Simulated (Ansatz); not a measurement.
# Li(110) slab, 3 layers: phonons and vibrational spectra, part 2 of 2

Wanted: phonon frequencies of Li(110) slab, 3 layers and what follows from them.

Ansatz 0.2.0; DFT PBE, scalar-relativistic, plane waves, PAW.

So far. Step 3 (Relaxing to small forces for the phonons): The largest force component left is 0.030 meV/Å, within the tolerances set.

## (4) Modes at Γ (continued)

Patterns of degenerate modes are one choice out of their space. Modes at Γ (negative means imaginary):

```
mode  frequency (cm⁻¹)  symmetry
   1             -62.6       B2u
   2             -37.6       B3g
   3               0.0  acoustic
   4               0.0  acoustic
   5               0.0  acoustic
   6             107.7       B2g
   7             182.5        Ag
   8             185.4       B3u
   9             303.9       B1u
```

Displacements in mode 1 (-62.6 cm⁻¹), the largest set to 1:
```
Li1  0.00 -0.50  0.00
Li2  0.00  1.00  0.00
Li3  0.00 -0.50  0.00
```

Displacements in mode 8 (185.4 cm⁻¹), the largest set to 1:
```
Li1 -0.50  0.00  0.00
Li2  1.00  0.00  0.00
Li3 -0.50  0.00  0.00
```

Before it was imposed, the acoustic sum rule was missed by 1.6e-5 eV/Å². Small misses are needed for a sound result but don't prove that mesh and cutoff are converged. The lowest optical mode is imaginary, 62.6i cm⁻¹, so the energy falls along it.

## (5) Phonons on a q mesh

Stability and thermal properties need the whole zone. Linear response on a 4×4×1 q mesh gives force constants as far as a supercell of that size would.

input.yaml reads:

```yaml
crystal:
  lattice:
    - [1.6355579843, 2.563085382, 0.0]
    - [-1.6355579843, 2.563085382, 0.0]
    - [0.0, 0.0, 33.6711858045]
  atoms:
    - { symbol: Li, position: [0.0, 0.0, 0.1962719329] }
    - { symbol: Li, position: [0.5, 0.5, 0.266334695] }
    - { symbol: Li, position: [0.0, 0.0, 0.3363974571] }
  periodic: [true, true, false]
kpoints:
  mp_grid: { grid: [12, 12, 1] }
hamiltonian:
  xc: pbe
scf:
  occupations: { method: methfessel_paxton, width: 0.15 }
output:
  eigenvalues: true
phonons:
  method: dfpt
  qmesh: [4, 4, 1]
  temperatures: { t_max: 1000, t_step: 50 }
  qpath:
    path: [[0.0, 0.0, 0.0], [0.5, 0.5, 0.0], [0.64820047, 0.35179953, 0.0]]
    npoints: 10
```

Started as:

```
$ ansatz run input.yaml --threads 8 --pin off --max-ram 14336MiB --backend cpu --events-out ev --progress --plain --runs-dir out
```

The job ended after 99 s (8 threads of Intel Xeon Platinum 8488C (Sapphire Rapids), shared host; peak memory 1.3 GiB; 12 min of CPU time).

Numbers from this step:

```yaml
sum_rule_residual_before_enforcement: 1.68e-5 eV/Å²
lowest_frequency_on_the_path: -62.56 cm⁻¹
highest_frequency_on_the_path_or_at_a_solved_wavevector: 325.2 cm⁻¹
lowest_mode_on_the_q_mesh_acoustic_modes_at_gamma_apart: -62.56 cm⁻¹
```

Frequencies (cm⁻¹) solved at each irreducible wavevector; negative means imaginary. Frequencies by wavevector, by row:

```
q in reciprocal lattice units  star  mode 1  mode 2  mode 3  mode 4  mode 5  mode 6  mode 7  mode 8  mode 9
                        0 0 0     1   -62.6   -37.6       0       0       0   107.7   182.5   185.4   303.9
                     0 0.25 0     4    64.3    71.1   115.4   123.1   152.6   201.6   226.7   270.2   300.2
                     0 -0.5 0     2    93.3   118.5   150.8   189.2   203.6   240.8   297.7   315.8   320.6
                  0.25 0.25 0     2   -46.7   130.2   173.5   178.6   199.3   218.1   233.1   248.8   309.8
                  0.25 -0.5 0     4   107.8     122   217.8   229.8   247.8     287   292.7   305.5   315.4
                 0.25 -0.25 0     2   115.8   174.8   214.6   214.7   242.1   243.3     252   306.4   308.2
                  -0.5 -0.5 0     1     -44   176.4   184.6   229.4   295.9   302.9   312.8   319.6   325.2
```

Interpolated from a 4×4×1 q mesh. Phonon branches along the path, in cm⁻¹:

```
  point  branch 1  branch 2  branch 3  branch 4  branch 5  branch 6  branch 7  branch 8  branch 9
      Γ       -63       -38         0         0         0       108       182       185       304
halfway       -47       130       174       179       199       218       233       249       310
      Y       -44       176       185       229       296       303       313       320       325
halfway        50       147       227       240       293       295       311       318       321
     C0       118       136       236       263       270       297       297       303       322
```

The phonon density of states has structure finer than the step of the table below, so its rows give means over 20 cm⁻¹, whole bins alone (the curve runs from -62.5 to 328 cm⁻¹). Peaks (cm⁻¹: height): 112.5: 0.0399, 182.5: 0.0400, 242.5: 0.0378, 302.5: 0.0771.

Tetrahedra on a 24×24×1 mesh, mean over bins of 5 cm-1. Interpolated from a 4×4×1 q mesh. The phonon density of states by wavenumber; means over each step:

```
wavenumber (cm⁻¹)  phonon density of states (1/cm⁻¹/cell)
              -40                                 0.00622
              -20                                 0.00453
                0                                 0.00312
               20                                 0.00427
               40                                 0.00695
               60                                 0.00920
               80                                  0.0130
              100                                  0.0271
              120                                  0.0302
              140                                  0.0258
              160                                  0.0272
              180                                  0.0376
              200                                  0.0344
              220                                  0.0287
              240                                  0.0322
              260                                  0.0275
              280                                  0.0300
              300                                  0.0614
```

Symmetry leaves 7 wavevectors to solve. The lowest mode among them, the acoustic zeros apart, lies at Γ and is imaginary, 62.6i cm⁻¹, so the energy falls along it.

## (6) Summary of results

```
space group after relaxation (within 0.01 Å)            : Cmmm
area per atom                                           : 2.79 Å²
electronic character                                    : no gap on this mesh
highest optical mode at the zone centre (no LO-TO term) : 304 cm⁻¹
lowest optical zone-centre mode                         : -62.6 cm⁻¹
lowest mode on the q mesh (acoustic modes at Γ apart)   : -62.6 cm⁻¹
highest frequency on the path or at a solved wavevector : 325 cm⁻¹
imaginary modes on the 4×4×1 q mesh                     : yes
```

In words: Modes are clearly imaginary (beyond 10i cm⁻¹) at 3 of the 7 irreducible wavevectors, most at Γ (62.6i cm⁻¹), so this structure is not a minimum of the energy. The optical modes at Γ span -63 to 304 cm⁻¹ (negative means imaginary). With no gap, or one that is small against the smearing, the frequencies hang on the k mesh and the smearing, most of all near Kohn anomalies. In a sheet or slab the interpolated bending branch near Γ is rough, since the rotational sum rule isn't imposed. A phonon run warned that its eigensolver left some bands unconverged in a pass. The starting cell was built on a prototype and not taken from a measurement. These are harmonic frequencies at zero temperature: anharmonic shifts, linewidths and thermal expansion are left out.

[Logs are printed without paths, hosts, clocks, repeated set-up lines and the standing remarks that a program may print on its own settings, such as how far it seeks lower states.]

[Hosts, paths, dates, database ids (printed as entryN), source tags and the programs' standing remarks are cut or masked in the printed files.]
